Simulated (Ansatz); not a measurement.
**NiO**

Computed with Ansatz (plane waves, PAW, 420 eV cutoff): PBE with spin–orbit coupling, two-component spinors, 14×14×14 k-mesh, Gaussian smearing of 0.05 eV; PAW files: Ansatz's generated set soft_2.

```yaml
crystal:
  lattice:
    - [0.00000, 2.10849, 2.10849]
    - [2.10849, 0.00000, 2.10849]
    - [2.10849, 2.10849, 0.00000]
  atoms:
    - { symbol: Ni, position: [0.00000, 0.00000, 0.00000] }
    - { symbol: O, position: [0.50000, 0.50000, 0.50000] }
```

The chain of runs began from a cell as deposited in COD, expanded in volume.

Magnetic state: ferromagnetic, site spin moments Ni 1.48; O 0.47 μB, along [001] (Cartesian), which lowers the symmetry.

The cell has space group Fm-3m (read at 0.01 Å). In it the stress is 0.00, 0.00, 0.00, 0.00, 0.00, 0.00 GPa and the largest force component 0.000 eV/Å. Each change below starts from this cell, without further relaxation. Stress is in GPa, positive in compression, in the order xx, yy, zz, yz, xz, xy; energies are counted from the cell above and are free energies with the smearing's entropy, which match forces and stress in a metal.

Task: What happens when atom 2 (O) is moved by 0.08 Å along y?

Result: The energy changes by 5.1 meV per cell, and the force on it along the shift is -0.132 eV/Å (−F/u = 1.65 eV/Å²). Stress: 0.17, 2.62, 0.17, 0.00, 0.00, 0.00. Spin moments: Ni 1.51; O 0.49 μB.
```
atom  Fx (eV/Å)      Fy     Fz
 Ni1      0.000   0.132  0.000
  O2      0.000  -0.132  0.000
```
In a harmonic crystal the energy would rise by −½F·u = ½ × 1.65 × 0.08² eV = 5.3 meV, which matches.

Task: What stress follows from an engineering strain of 1 % in xy, atoms carried along?

Result: 0.00, 0.00, 0.00, 0.00, 0.00, -0.58 GPa; the energy changes by 0.4 meV per cell.
The change of the stress over the strain gives a clamped-atom stiffness of about 58 GPa for this component.

Site moments are of spin, integrated over Gaussian weights of 0.5 Å, which gives about a tenth less on f atoms than spheres do. Compounds of this kind are often insulators, Mott or charge-transfer ones with an open 3d shell, so the metal found may come from the functional, which lacks a U or exact exchange, or from the structure. Only parallel moments were tried, so the real magnetic order may be another.
